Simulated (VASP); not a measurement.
Here is a VASP 6.6.1 calculation.

INCAR

```
PREC     = Accurate       # precision mode
ENCUT    = 520            # plane-wave cutoff, eV
EDIFF    = 1E-7           # SCF threshold, eV
ISMEAR   = 0              # smearing method
SIGMA    = 0.1            # smearing width, eV
LREAL    = F              # projectors in reciprocal space
LASPH    = T              # aspherical terms in the spheres
NELM     = 120            # most SCF steps
ALGO     = Normal         # electronic algorithm
ISIF     = 3              # what is computed and relaxed
LWAVE    = F              # write WAVECAR
LCHARG   = F              # write CHGCAR
GGA      = PE             # functional
IBRION   = 2              # ionic algorithm
NSW      = 60             # ionic steps
EDIFFG   = -0.005         # ionic threshold
POTIM    = 0.3            # step
```

Contents of KPOINTS:

```
Automatic mesh
0
Gamma
  19 19 19
```

POSCAR

```
Pt                                      
1.0
    0.0000000000      1.9837055843      1.9837055843
    1.9837055843     -0.0000000000      1.9837055843
    1.9837055843      1.9837055843      0.0000000000
  Pt            
     1
Direct
     0.0000000000000000    0.0000000000000000    0.0000000000000000
```

Potentials or basis: VASP PAW PBE potentials, release 64 (Pt).

Command:

```console
$ cat potpaw_PBE.64/Pt/POTCAR > POTCAR
$ mpirun -np 1 vasp_std > vasp.out
```

(1) Predict the band gap on the k mesh.

Answers

(1) none (metal or under the smearing width).

Caveat: the relaxation stopped at its first step, so nothing moved.
